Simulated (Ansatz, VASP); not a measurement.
**One calculation of Ce, two programs**

INCAR

```
ALGO = Normal ; EDIFF = 1E-7
ENCUT = 520 ; GGA = PE
ISIF = 2 ; ISMEAR = -1
LASPH = T ; LCHARG = F
LREAL = F ; LWAVE = F
NBANDS = 12 ; NELM = 60
PREC = Accurate ; SIGMA = 0.1
```

The input KPOINTS:

```
k-points
0
Gamma
  17 17 17
```

The input POSCAR:

```
Ce
1.0
    0.0000000000      2.3774557595      2.3774557595
    2.3774557595      0.0000000000      2.3774557595
    2.3774557595      2.3774557595      0.0000000000
Ce
1
Direct
    0.0000000000      0.0000000000      0.0000000000
```

Input for Ansatz:

```yaml
crystal:
  lattice:
    - [0.0, 2.3774557595, 2.3774557595]
    - [2.3774557595, 0.0, 2.3774557595]
    - [2.3774557595, 2.3774557595, 0.0]
  atoms:
    - { symbol: Ce, position: [0.0, 0.0, 0.0] }
hamiltonian:
  xc: pbe
  pseudopotentials:
    kind: paw
    azcp:
      Ce: "pseudopotentials/Ce.paw.azcp"
basis:
  ecutwfc: 420
  fft_grid_basis: typed
kpoints:
  mp_grid: { grid: [17, 17, 17], shift: [0, 0, 0] }
magnetization:
  spin_polarized: false
scf:
  occupations: { method: fermi_dirac, width: 0.1 }
  lower_state_search: "off"
output:
  stress: true
```

Alike in both runs: task single point; functional PBE; k mesh 17 × 17 × 17; occupations fermi-dirac, width 0.1 eV; no spin polarisation.

|  | VASP | Ansatz |
| --- | --- | --- |
| version | VASP 6.6.1 | Ansatz 0.2.0 |
| potentials or method | VASP PAW PBE potentials, release 64 (Ce) | plane waves (420 eV) with PAW, scalar-relativistic |
| plane-wave cutoff (eV) | 520 | 420 |
| valence electrons in the cell | 12 | 12 |

Ansatz gave:

```
pressure (GPa) : -0.1
```

Estimate VASP's values.

pressure (GPa): -0.3.

The functional is the same, so the differences come from potentials, cutoffs and numerics.

Spin-orbit coupling is left out, which matters for the levels of Ce. Spin polarisation is off, so any magnetic state and its effect on volume and gap are missing.
